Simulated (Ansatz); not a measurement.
# AlNi: the cost of one run

Computed with Ansatz 0.2.0 (DFT PBE, scalar-relativistic, plane waves, PAW, unless a step's input says otherwise).

7 further runs of the same task are left out: 1 for a known fault of the program, 6 set aside as unsound or not needed.

### Step 1. Starting point

The structure is tetragonal, space group P4/mmm (No. 123). Conventional cell: a = 2.889 Å, b = 2.889 Å, c = 2.900 Å, α = 90.00°, β = 90.00°, γ = 90.00°. Al (site symmetry 4/mmm) is surrounded by 8 Ni at 2.51 Å. Ni (site symmetry 4/mmm) is surrounded by 8 Al at 2.51 Å.

Coordinates:

```cif
data_structure
_symmetry_space_group_name_H-M 'P4/mmm'
_symmetry_Int_Tables_number 123
_cell_length_a 2.8887
_cell_length_b 2.8887
_cell_length_c 2.9004
_cell_angle_alpha 90.000
_cell_angle_beta 90.000
_cell_angle_gamma 90.000
_cell_volume 24.20
loop_
_atom_site_label
_atom_site_type_symbol
_atom_site_symmetry_multiplicity
_atom_site_Wyckoff_symbol
_atom_site_fract_x
_atom_site_fract_y
_atom_site_fract_z
_atom_site_occupancy
Al1 Al 1 a 0.00000 0.00000 0.00000 1
Ni1 Ni 1 d 0.50000 0.50000 0.50000 1
```

It goes back to an entry of the Materials Project, which need not be the stable form.

It is the result of an earlier relaxation at this level (volume 12.10 Å³/atom; gap on the mesh: none (metal)).

### Step 2. Plan of the line

The energy is mapped over two normal modes frozen in (zone-centre modes of the cell shown).

The axes are (1) amplitude of mode 4 (289 cm⁻¹), largest displacement: 11 values from −0.10 Å; (2) amplitude of mode 6 (289 cm⁻¹), largest displacement: 11 values from −0.10 Å.

Nothing else is relaxed (the cell and all other modes fixed). Energies count from the relaxed high-symmetry cell. Points are written as (first, second).

The modes come from a phonon run on the reference cell, made beforehand.

The patterns, per unit of each coordinate (Å):

```
atom      x1      y1     z1     x2     y2      z2
 Al1   0.707  -0.707  0.000  0.000  0.000   1.000
 Ni2  -0.325   0.325  0.000  0.000  0.000  -0.460
```

### Step 3. Point (−0.10 Å, −0.10 Å)

input.yaml

```yaml
crystal:
  lattice:
    - [2.0426321522, -2.0425983492, 0.0]
    - [2.0426321522, 2.0425983492, 0.0]
    - [0.0, 0.0, 2.9004437222]
  atoms:
    - { symbol: Al, position: [-0.0346177177, 0.0, -0.0344774833] }
    - { symbol: Ni, position: [0.5159138724, 0.5, 0.5158494063] }
basis:
  ecutwfc: 520.0
kpoints:
  mp_grid: { grid: [16, 16, 16] }
hamiltonian:
  xc: pbe
  pseudopotentials: { kind: paw, azcp: { folder: soft_1 } }
scf:
  occupations: { method: gaussian, width: 0.15 }
output:
  forces: true
  stress: true
  eigenvalues: true
```

Run with:

```
$ ansatz run input.yaml --threads 4 --pin off --max-ram 8192MiB --backend cpu --events-out ev --progress --plain --runs-dir out
```

**Question.** How long does this run take on 4 threads of Arm Neoverse V1, shared host, and how much memory does it need?

About 26 s, with a peak of 1.3 GiB.
